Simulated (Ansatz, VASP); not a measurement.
One calculation of CdF2, two programs

```
CELL_PARAMETERS angstrom
0.00000 2.72224 2.72224
2.72224 0.00000 2.72224
2.72224 2.72224 0.00000
ATOMIC_POSITIONS crystal
Cd 0.00000 0.00000 0.00000
F 0.25000 0.25000 0.25000
F 0.75000 0.75000 0.75000
```

Alike in both runs: task relaxation of cell and atoms; functional PBE; dispersion D3(BJ); k mesh 8 × 8 × 8; no spin polarisation.

```csv
,VASP,Ansatz
version,VASP 6.6.1,Ansatz 0.2.0
potentials or method,"VASP PAW PBE potentials, release 64 (Cd, F)","scalar-relativistic, plane waves, PAW"
plane-wave cutoff (eV),600,420
occupations,"gaussian, width 0.01 eV",fixed
valence electrons in the cell,26,34
```

Ansatz gave:

- gap on the k mesh at the Fermi level, each at its own relaxed structure (eV): 2.99
- relaxed volume (Å³/atom): 13.45
- relaxed cell length with the largest relative difference (Å): 3.850

Problem. What did VASP give for the same quantities?

Solution. gap on the k mesh at the Fermi level, each at its own relaxed structure (eV): 2.94; relaxed volume (Å³/atom): 13.51; relaxed cell length with the largest relative difference (Å): 3.856.

The two sets of potentials don't hold the same shells in valence.

A k mesh can miss the band edges. Zero-point motion and thermal expansion aren't in these numbers.
